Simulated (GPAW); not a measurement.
The system is BeTe.

```
CELL_PARAMETERS angstrom
0.00000 2.77000 2.77000
2.77000 0.00000 2.77000
2.77000 2.77000 0.00000
ATOMIC_POSITIONS crystal
Te 0.75000 0.75000 0.75000
Be 0.00000 0.00000 0.00000
```

Program: GPAW 26.7.0. Alike in all runs: task band structure; cell as given; cutoff (eV) 800; smearing fermi-dirac 0.05 eV.

Task: Order these runs on this cell by their band gap on the k mesh, lowest first.
A. level PBEsol; potentials or basis PAW data sets generated in the run's folder for this functional, pw; spin SOC, no magnetisation; k mesh 6 × 6 × 6; band points 80; spin axis theta (degrees) 90; spin axis phi (degrees) 45; soc after scf second variation
B. level BLYP; potentials or basis PAW data sets generated in the run's folder for this functional, pw; spin off; k mesh 8 × 8 × 8; band points 100; eigensolver davidson
C. level revPBE; potentials or basis the program's PAW data sets (release 1.2.1) made for this functional, pw; spin off; k mesh 8 × 8 × 8; band points 80
D. level PBEsol; potentials or basis PAW data sets generated in the run's folder for this functional, pw; spin off; k mesh 8 × 8 × 8; band points 100

Result: A (1.40 eV), D (1.75 eV), C (1.92 eV), B (2.15 eV).

Caveats: spin-orbit coupling is left out, which moves the levels of the heavy elements (some runs); spin-orbit coupling was added after a scalar SCF, so levels and gaps hold it while energy, forces, pressure and moments don't (some runs); this program's spin-orbit splittings come out too wide for heavy elements (some runs).

Runs at the PBE level aren't shown here.
